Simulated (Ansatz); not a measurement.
## HfN and the effect of the Hubbard U on Hf d

```cif
data_structure
_symmetry_space_group_name_H-M 'Fm-3m'
_symmetry_Int_Tables_number 225
_cell_length_a 4.5120
_cell_length_b 4.5120
_cell_length_c 4.5120
_cell_angle_alpha 90.000
_cell_angle_beta 90.000
_cell_angle_gamma 90.000
_cell_volume 91.86
loop_
_atom_site_label
_atom_site_type_symbol
_atom_site_symmetry_multiplicity
_atom_site_Wyckoff_symbol
_atom_site_fract_x
_atom_site_fract_y
_atom_site_fract_z
_atom_site_occupancy
Hf1 Hf 4 a 0.00000 0.00000 0.00000 1
N1 N 4 b 0.50000 0.00000 0.00000 1
```

Kept alike: task band structure; functional r2SCAN; k mesh 10 × 10 × 10; occupations fermi-dirac, width 0.05 eV; no spin polarisation. Program: Ansatz, Ansatz PAW, cutoff 500 eV. The mesh is that of the run's cell of 2 atoms. No spin-orbit coupling.

| Hubbard U on Hf d, U (eV) | pressure (GPa) |
| --- | --- |
| 0 | 2.60 |
| 1 | 3.99 |
| 2 | 5.44 |
| 3 | 6.95 |
| 4 | 8.52 |
| 5 | 10.16 |
| 6 | ? |
| 8 | 15.49 |

Pressure is positive in compression, with a Pulay correction for the finite cutoff. U acts here on a shell without spin polarisation. For a metal such a mesh leaves the last digits unconverged. How U acts hangs on the program's projectors. All rows use potentials made for PBE. U is the effective U - J on orthogonalised atomic projectors. Double counting: fully localised limit (the default).

Question: Fit the rows shown and predict the run at 6 eV.

Answer: A least-squares parabola through the rows shown is pressure = 0.03268 U² + 1.3488 U + 2.606 (largest miss 0.007); at U = 6 it gives 11.88 GPa. The run gave: pressure 11.86 GPa.
